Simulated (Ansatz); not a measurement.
A run on Te that went wrong

Someone meant to compute Te with PBE, plane waves and PAW in Ansatz and wrote this input.

```yaml
crystal:
  lattice:
    - [4.4469268669, 0.0, 0.0]
    - [-2.2234634334, 3.8511516355, 0.0]
    - [0.0, 0.0, 5.91492]
  atoms:
    - { symbol: Te, position: [0.269, 0.0, 0.1666666667] }
    - { symbol: Te, position: [0.0, 0.269, 0.8333333333] }
    - { symbol: Te, position: [0.731, 0.731, 0.5] }
basis:
  ecutwfc: 420
kpoints:
  mp_grid: { grid: [9, 9, 6] }
hamiltonian:
  xc: pbe
scf:
  occupations: { method: gaussian, width: 0.01 }
  max_iter: 2
output:
  forces: true
  stress: true
  eigenvalues: true
```

The program printed (HF is the Harris–Foulkes energy, dr2 the density residual in eV):

```text
Pseudopotential: Te, paw, valence charge 16, recommended cutoff 420 eV (normal)
Crystal: 3 atoms, lattice volume = 101.298 Å³
Basis set: ecut = 420 eV, 1993 PW (Γ), exchange–correlation on 60×60×80 points (8 copies of the dense FFT grid, shifted against one another)
Bands: 29, of which v1, the nominal top of the filled ones, is band 24 counted from 1 (23 counted from 0)
Symmetry: 6 space group operations
Space group: P3221 (ITA 154), of the structure as read, at distance tolerance 4.7e-5 Å
k-points: 62 of 486 (time reversal used)
Initial density: superposition of atomic densities, corrected by the library's trained network
SCF iter   1: HF=-20939.854291 eV  Δρ=1.17e-3  dr2=8.10e-4
SCF iter   2: HF=-20939.855083 eV  Δρ=6.83e-4  dr2=2.57e-4
Error: did not converge after 2 iterations: dr2 = 2.57e-4 (threshold 1.00e-7), under the density mixer `msr1`, which `scf.mixing.algorithm: auto` chose by the deck's other keys (type `scf.mixing.algorithm: msr1` to keep it); raise `scf.max_iter`, which need not help a stalled SCF …
```

Question: Why did this happen?

Answer: The fault is too few SCF iterations allowed. The limit came before the density residual met its threshold. The cure is a higher or no limit.

Mended input, as a difference:

```diff
 scf:
-  max_iter: 2
```

Result of the mended run: a pressure of 1.69 GPa, a largest force of 0.175 eV/Å, a gap on the mesh of 0.19 eV.